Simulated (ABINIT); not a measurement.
Input of an ABINIT 10.8.3 (patched build) run:

The input run.abi:

```
# Pseudopotentials
pp_dirpath "./"
pseudos "Mo.LDA_PW-JTH.xml, Si.LDA_PW-JTH.xml"

# Structure
acell 3*1.0 Angstrom
rprim
    -1.6000000000     1.6000000000     3.9305000000
     1.6000000000    -1.6000000000     3.9305000000
     1.6000000000     1.6000000000    -3.9305000000
ntypat 2
znucl 42 14
natom 3
typat 1 2 2
xred
     0.0000000000     0.0000000000     0.0000000000
     0.6670000000     0.6670000000     0.0000000000
     0.3330000000     0.3330000000     0.0000000000
chkprim 0
chksymtnons 0
tolsym 1.0e-6

# Plane-wave basis
ecut 15.0
pawecutdg 30.0

# k points
kptopt 1
ngkpt 12 12 12
nshiftk 1
shiftk 0.0 0.0 0.0

# Exchange and correlation
ixc 7

# Bands and occupations
nband 15
occopt 3
tsmear 0.05 eV

# SCF cycle
nstep 100
tolvrs 1.0e-9

# Output
iomode 3
prtwf 0
prtden 0
prteig 0
prtebands 0

# Relaxation
ionmov 2
ntime 60
tolmxf 5.0e-5
optcell 2
dilatmx 1.08
ecutsm 0.5
```

Potentials or basis: JTH PAW LDA v2.0.

Launch:

```bash
$ abinit run.abi > log 2>&1
```

Predict the band gap on the k mesh.

none (metal or under the smearing width).

Predict the relaxed volume.

13.07 Å³/atom.

What does it give for the space group after relaxing (to 0.05 Å)?

I4/mmm (No. 139).

Final structure:
```
Mo Si
1.0
    -1.58751    1.58751    3.89031
     1.58751   -1.58751    3.89031
     1.58751    1.58751   -3.89031
Mo Si
1 2
Direct
  0.00000 0.00000 0.00000
  0.66481 0.66481 0.00000
  0.33519 0.33519 0.00000
```

LDA usually gives volumes a few per cent too small. Zero-point motion and thermal expansion aren't in these numbers.
